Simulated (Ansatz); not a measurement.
CdSe (zincblende) (r2SCAN geometry), in Ansatz:

```cif
data_structure
_symmetry_space_group_name_H-M 'F-43m'
_symmetry_Int_Tables_number 216
_cell_length_a 6.1356
_cell_length_b 6.1356
_cell_length_c 6.1356
_cell_angle_alpha 90.000
_cell_angle_beta 90.000
_cell_angle_gamma 90.000
_cell_volume 230.97
loop_
_atom_site_label
_atom_site_type_symbol
_atom_site_symmetry_multiplicity
_atom_site_Wyckoff_symbol
_atom_site_fract_x
_atom_site_fract_y
_atom_site_fract_z
_atom_site_occupancy
Cd1 Cd 4 a 0.00000 0.00000 0.00000 1
Se1 Se 4 d 0.25000 0.25000 0.75000 1
```

G0W0@PBE with 93 empty bands, a screening cutoff of 80 eV and a 4×4×4 mesh (PAW, contour deformation) gives 1.052 eV over the mesh points, from a PBE gap of 0.540 eV; it sums over 111 bands with 113 plane waves in the screening and a wave cutoff of 420 eV. No extrapolation in bands, cutoff or mesh was made for G0W0. No spin polarisation and no zero-point or thermal motion.

**Question.** Estimate the gap with empty bands 217, screening cutoff 140 eV.

**Answer.** 1.098 eV (+0.046 eV), from a Kohn-Sham gap of 0.540 eV.

**Question.** Estimate the gap with mesh 6×6×6.

**Answer.** 1.116 eV (+0.064 eV), from a Kohn-Sham gap of 0.554 eV.

The runs are scalar-relativistic, without spin-orbit coupling.

With a shallow d shell on the cation, G0W0 converges slowly in bands and cutoff, so these values are in doubt.
